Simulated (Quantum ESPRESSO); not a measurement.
HfO2:

```
Hf O
1.0
     3.55802    0.00000    0.00000
     0.00000    3.55802    0.00000
     0.00000    0.00000    5.17186
Hf O
2 4
Direct
  0.00000 0.00000 0.00000
  0.50000 0.50000 0.50000
  0.00000 0.50000 0.19721
  0.50000 0.00000 0.30279
  0.50000 0.00000 0.80279
  0.00000 0.50000 0.69721
```

Measurements of this composition are mostly on another form, of space group No. 14.

Base run:

```yaml
Program: Quantum ESPRESSO 7.5
Functional: PBEsol
Potentials_or_basis: GBRV 1.5 PBEsol
Cutoff: 612 eV
Density_cutoff: 4898 eV
k_mesh: 8 × 8 × 5
Occupations: fermi-dirac, width 0.05 eV
Spin: no spin polarisation
```

Its results: band gap on the k mesh 4.69 eV, indirect (least direct gap 4.76 eV); pressure 0.0 GPa; largest force 0.093 eV/Å.

Q: The run is repeated on the same cell with these changes: functional from PBEsol to LDA; potentials or basis from GBRV 1.5 PBEsol to GBRV 1.5 LDA. What comes out?

A: Band gap on the k mesh 4.59 eV, indirect (least direct gap 4.67 eV); pressure -6.3 GPa; largest force 0.039 eV/Å.

Caveats: spin-orbit coupling is left out, which moves the levels of the heavy elements; an odd mesh through Γ misses points on the zone boundary, where band edges often lie (some runs).
